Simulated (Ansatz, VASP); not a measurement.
## One calculation of Al, two programs

```
CELL_PARAMETERS angstrom
0.00000 2.02481 2.02481
2.02481 0.00000 2.02481
2.02481 2.02481 0.00000
ATOMIC_POSITIONS crystal
Al 0.00000 0.00000 0.00000
```

Alike in both runs: task relaxation of cell and atoms; functional PBE; dispersion D4; k mesh 14 × 14 × 14; occupations gaussian, width 0.1 eV; no spin polarisation.

|  | VASP | Ansatz |
| --- | --- | --- |
| version | VASP 6.6.1 | Ansatz 0.2.0 |
| potentials or method | VASP PAW PBE potentials, release 64 (Al) | plane waves, PAW |
| plane-wave cutoff (eV) | 600 | 420 |
| valence electrons in the cell | 3 | 3 |

Ansatz gave:

* relaxed volume (Å³/atom): 15.79
* relaxed cell length with the largest relative difference (Å): 2.816
* energy change over the relaxation (meV/atom): -10

**Question.** Estimate VASP's values.

**Answer.** Relaxed volume (Å³/atom): 15.78; relaxed cell length with the largest relative difference (Å): 2.815; energy change over the relaxation (meV/atom): -11.

Caveats: pairwise dispersion overbinds metals, which lowers pressure and volume.
